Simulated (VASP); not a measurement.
# CoO (Pm-3m) in VASP: reference runs, part 2 of 2

VASP 6.6.1.

## (3) Single point, PBE, collinear spin, ferromagnetic start (atoms moved at random, drawn with an rms of 0.05 Å)

INCAR

```
PREC = Accurate
ENCUT = 520
EDIFF = 1E-7
ISMEAR = -1
SIGMA = 0.05
LREAL = False
LASPH = True
NELM = 150
ALGO = Normal
ISIF = 2
LWAVE = False
LCHARG = True
ISPIN = 2
MAGMOM = 2 0
LORBIT = 11
LMAXMIX = 4
GGA = PE
LELF = True
LVHAR = True
NBANDS = 18
```

KPOINTS

```
Automatic mesh
0
Gamma
  10 10 10
```

POSCAR

```
CoO
1.0
    2.5705263100      0.0000000000      0.0000000000
    0.0000000000      2.5705263100      0.0000000000
    0.0000000000      0.0000000000      2.5705263100
Co O
1 1
Direct
    0.0128040000      0.0027270000     -0.0036410000
    0.4838740000      0.5022530000      0.5003610000
```

Potentials or basis: VASP PAW PBE potentials, release 64 (Co, O).

Started as:

```bash
$ cat potpaw_PBE.64/Co/POTCAR potpaw_PBE.64/O/POTCAR > POTCAR
$ mpirun -np 1 vasp_std > vasp.out
```

OUTCAR:

```text
PREC = Accurate
   ENCUT = 520
   EDIFF = 1E-7
   ISMEAR = -1
   LREAL = False
   LASPH = True
   NELM = 150
   ISIF = 2
   ISPIN = 2
   LORBIT = 11
   GGA = PE

 ion  position               nearest neighbor table
   1  0.013  0.003  0.996-   2 2.18   2 2.18   2 2.19   2 2.19   2 2.26   2 2.26   2 2.28   2 2.28

   2  0.484  0.502  0.500-   1 2.18   1 2.18   1 2.19   1 2.19   1 2.26   1 2.26   1 2.28   1 2.28

  LATTYP: Found a simple cubic cell.
 ALAT       =     2.5705263100

  Lattice vectors:

 A1 = (   2.5705263100,   0.0000000000,   0.0000000000)
 A2 = (   0.0000000000,   2.5705263100,   0.0000000000)
 A3 = (   0.0000000000,   0.0000000000,   2.5705263100)

Analysis of symmetry for initial positions (statically):
=====================================================================
 Subroutine PRICEL returns:
 Original cell was already a primitive cell.

 Routine SETGRP: Setting up the symmetry group for a
 simple cubic supercell.

 Subroutine GETGRP returns: Found  1 space group operations
 (whereof  1 operations were pure point group operations)
 out of a pool of 48 trial point group operations.

The static configuration has the point symmetry C_1 .

Analysis of symmetry for dynamics (positions and initial velocities):
=====================================================================
 Subroutine PRICEL returns:
 Original cell was already a primitive cell.

 Routine SETGRP: Setting up the symmetry group for a
 simple cubic supercell.

 Subroutine GETGRP returns: Found  1 space group operations
 (whereof  1 operations were pure point group operations)
 out of a pool of 48 trial point group operations.

The dynamic configuration has the point symmetry C_1 .

Analysis of structural, dynamic, and magnetic symmetry:
=====================================================================
 Subroutine PRICEL returns:
 Original cell was already a primitive cell.

 Routine SETGRP: Setting up the symmetry group for a
 simple cubic supercell.

 Subroutine GETGRP returns: Found  1 space group operations
 (whereof  1 operations were pure point group operations)
 out of a pool of 48 trial point group operations.

The overall configuration has the point symmetry C_1 .

 Subroutine INISYM returns: Found  1 space group operations
 (whereof  1 operations are pure point group operations),
 and found     1 'primitive' translations

----------------------------------------------------------------------------------------

                                     Primitive cell

  volume of cell :      16.9850

  direct lattice vectors                    reciprocal lattice vectors
     2.570526310  0.000000000  0.000000000     0.389025390  0.000000000  0.000000000
     0.000000000  2.570526310  0.000000000     0.000000000  0.389025390  0.000000000
     0.000000000  0.000000000  2.570526310     0.000000000  0.000000000  0.389025390

  length of vectors
     2.570526310  2.570526310  2.570526310     0.389025390  0.389025390  0.389025390

  position of ions in fractional coordinates (direct lattice)
     0.012804000  0.002727000  0.996359000
     0.483874000  0.502253000  0.500361000

  ion indices of the primitive-cell ions
   primitive index   ion index
[... 65 lines left out ...]
   PREC   = accura    normal or accurate (medium, high low for compatibility)
   ISTART =      0    job   : 0-new  1-cont  2-samecut
   ICHARG =      2    charge: 1-file 2-atom 10-const
   ISPIN  =      2    spin polarized calculation?
   LNONCOLLINEAR =      F non collinear calculations
   LSORBIT =      F    spin-orbit coupling
   LASPH  =      T    aspherical Exc in radial PAW
   ENCUT  =  520.0 eV  38.22 Ry    6.18 a.u.   4.78  4.78  4.78*2*pi/ulx,y,z
   NELM   =    150;   NELMIN=  2; NELMDL= -5     # of ELM steps
   EDIFF  = 0.1E-06   stopping-criterion for ELM
   LREAL  =      F    real-space projection
   EDIFFG = 0.1E-05   stopping-criterion for IOM
   NSW    =      0    number of steps for IOM
   IBRION =     -1    ionic relax: 0-MD 1-quasi-New 2-CG
   NFREE  =      0    steps in history (QN), initial steepest desc. (CG)
   ISIF   =      2    stress and relaxation
   ISYM   =      2    0-nonsym 1-usesym 2-fastsym
   POTIM  = 0.5000    time-step for ionic-motion
   TEBEG  =    0.0;   TEEND  =   0.0 temperature during run
   PSTRESS=    0.0 pullay stress
   NELECT =      15.0000    total number of electrons
   NUPDOWN=      -1.0000    fix difference up-down
   EMIN   =  10.00;   EMAX   =-10.00  energy-range for DOS
   EFERMI =   0.00;   METHOD = LEGACY
   ISMEAR =    -1;   SIGMA  =   0.05  broadening in eV -4-tet -1-fermi 0-gaus
   EFERMI_NEDOS =   21; number of points for ismear=-14 and -15
   IALGO  =     38    algorithm
   IMIX   =      4    mixing-type and parameters
     AMIX     =   0.40;   BMIX     =  1.00
     AMIX_MAG =   1.60;   BMIX_MAG =  1.00
  volume/ion in A,a.u.               =       8.49        57.31
  Fermi-wavevector in a.u.,A,eV,Ry     =   1.570664  2.968124 33.565360  2.466984
  Thomas-Fermi vector in A             =   2.672363
   LORBIT       =     11    0 simple, 1 ext, 2 COOP (PROOUT), +10 PAW based schemes
   GGA     = PE    functional components
   LHFCALC =     F    Hartree Fock is set to
   AEXX    =    0.0000 exact exchange contribution
   IVDW    =     0    specifies the selected vdW correction
   LEPSILON=     F    determine dielectric tensor
   LRPA    =     F    only Hartree local field effects (RPA)
 spin polarized calculation
  energy-cutoff  :      520.00
  volume of cell :       16.99
 maximum number of plane-waves:       480
   NGX =  9   NGY =  9   NGZ =  9

 number of electron      15.0000005 magnetization       2.9994678

 Free energy of the ion-electron system (eV)
  ---------------------------------------------------
  ext. energy  EPLUGINS =         0.00000000
  ---------------------------------------------------
  free energy    TOTEN  =       -12.37619143 eV

  energy without entropy =      -12.36079053  energy(sigma->0) =      -12.36849098

 E-fermi :   9.4614     XC(G=0): -13.2961

 val. band max:        9.4601549918   @ k =   0.0000   0.5000   0.3000
 cond. band min:       9.4677075986   @ k =  -0.3000   0.5000   0.0000
 fundamental gap:      0.0075526068
 Fermi energy:         9.4613636730

 spin component 1

 k-point     1 :       0.0000    0.0000    0.0000
  band No.  band energies     occupation
      1     -11.3774      1.00000
      2       4.9012      1.00000
      3       4.9837      1.00000
      4       6.3958      1.00000
      5       6.3983      1.00000
      6       6.5943      1.00000
[... 493 lines left out ...]
     17      38.3896      0.00000
     18      39.5310      0.00000

 [... further k-points ...]

 spin component 2

 k-point     1 :       0.0000    0.0000    0.0000
  band No.  band energies     occupation
      1     -10.6852      1.00000
      2       6.5174      1.00000
      3       6.7130      1.00000
      4       7.2758      1.00000
      5       7.2809      1.00000
      6       7.5411      1.00000
[... 493 lines left out ...]
     17      38.8177      0.00000
     18      39.8519      0.00000

 [... further k-points ...]

------------------------ aborting loop because EDIFF is reached ----------------------------------------

  FORCE on cell =-STRESS in cart. coord.  units (eV):
  Direction    XX          YY          ZZ          XY          YZ          ZX
  --------------------------------------------------------------------------------------
  -------------------------------------------------------------------------------------
  Total        1.2227600      1.2317276      1.2314943      0.0016312     -0.0002342     -0.0137854
  in kB      115.3415099    116.1874185    116.1654134      0.1538671     -0.0220937     -1.3003647
  external PRESSURE =     115.8981140 kB  Pullay stress =       0.0000000 kB

 VOLUME and BASIS-vectors are now :
 -----------------------------------------------------------------------------
  energy-cutoff  :      520.00
  volume of cell :       16.99
      direct lattice vectors                 reciprocal lattice vectors
     2.570526310  0.000000000  0.000000000     0.389025390  0.000000000  0.000000000
     0.000000000  2.570526310  0.000000000     0.000000000  0.389025390  0.000000000
     0.000000000  0.000000000  2.570526310     0.000000000  0.000000000  0.389025390

 POSITION                                       TOTAL-FORCE (eV/Angst)
 -----------------------------------------------------------------------------------
      0.03291      0.00701      2.56117        -0.024363     -0.000545      0.004450
      1.24381      1.29105      1.28619         0.024363      0.000545     -0.004450
 -----------------------------------------------------------------------------------
    total drift:                               -0.000100     -0.000215      0.000167

  FREE ENERGIE OF THE ION-ELECTRON SYSTEM (eV)
  ---------------------------------------------------
  free  energy   TOTEN  =       -12.3761914285 eV

  energy  without entropy=      -12.3607905277  energy(sigma->0) =      -12.36849098

 total charge

# of ion       s       p       d       tot
------------------------------------------
    1        0.311   0.387   7.198   7.896
    2        1.581   3.376   0.000   4.957
--------------------------------------------------
tot          1.892   3.763   7.198  12.853

 magnetization (x)

# of ion       s       p       d       tot
------------------------------------------
    1       -0.001   0.005   2.487   2.491
    2        0.021   0.432   0.000   0.453
--------------------------------------------------
tot          0.020   0.436   2.487   2.944
```

OSZICAR:

```text
N       E                     dE             d eps       ncg     rms          rms(c)
DAV:   1     0.769638788032E+02    0.76964E+02   -0.65483E+03 37950   0.993E+02
DAV:   2    -0.104687985949E+02   -0.87433E+02   -0.75358E+02 38838   0.225E+02
DAV:   3    -0.149225512802E+02   -0.44538E+01   -0.43204E+01 40918   0.540E+01
DAV:   4    -0.149647132751E+02   -0.42162E-01   -0.42134E-01 40794   0.500E+00
DAV:   5    -0.149655662505E+02   -0.85298E-03   -0.85290E-03 43258   0.710E-01    0.162E+01
DAV:   6    -0.140844876795E+02    0.88108E+00   -0.19016E+01 48850   0.614E+01    0.240E+01
DAV:   7    -0.126952254890E+02    0.13893E+01   -0.85174E+00 45434   0.524E+01    0.884E+00
DAV:   8    -0.124048542680E+02    0.29037E+00   -0.70996E-01 48568   0.138E+01    0.370E+00
DAV:   9    -0.124464409064E+02   -0.41587E-01   -0.56649E-01 52908   0.119E+01    0.317E+00
DAV:  10    -0.123760677789E+02    0.70373E-01   -0.16893E-01 53050   0.795E+00    0.868E-01
DAV:  11    -0.123757172179E+02    0.35056E-03   -0.16290E-02 46358   0.127E+00    0.246E-01
DAV:  12    -0.123762406119E+02   -0.52339E-03   -0.12240E-03 48078   0.277E-01    0.768E-02
DAV:  13    -0.123762045149E+02    0.36097E-04   -0.20237E-04 48728   0.194E-01    0.406E-02
DAV:  14    -0.123761949216E+02    0.95933E-05   -0.13210E-05 40884   0.298E-02    0.318E-02
DAV:  15    -0.123761922200E+02    0.27015E-05   -0.97690E-06 51302   0.513E-02    0.909E-03
DAV:  16    -0.123761913903E+02    0.82974E-06   -0.22180E-06 55886   0.236E-02    0.179E-03
DAV:  17    -0.123761914285E+02   -0.38181E-07   -0.18310E-07 33736   0.354E-03
   1 F= -.12376191E+02 E0= -.12368491E+02  d E =-.154009E-01  mag=     2.9996
```

It took 3 min on 1 thread of Intel Xeon Platinum 8488C (Sapphire Rapids), shared host; peak memory 0.33 GiB.

Results:

- Free energy: -12.3762 eV
- Pressure: 11.6 GPa
- Largest force: 0.025 eV/Å
- Band gap on the k mesh: none (metal or under the smearing width)
- Net moment: 3.00 μB per cell
- Site moments: Co +2.49; O +0.45 μB
- Valence electrons inside the program's atomic spheres: Co 7.90; O 4.96

Forces on the atoms (eV/Å):
```
Co  -0.024 -0.001  0.004
O    0.024  0.001 -0.004
```

Caveat: a cell with one magnetic atom can't hold antiferromagnetic order, which such compounds often take; semilocal functionals often make such compounds metallic where correlation or magnetic order opens a gap, which also shifts bond lengths.
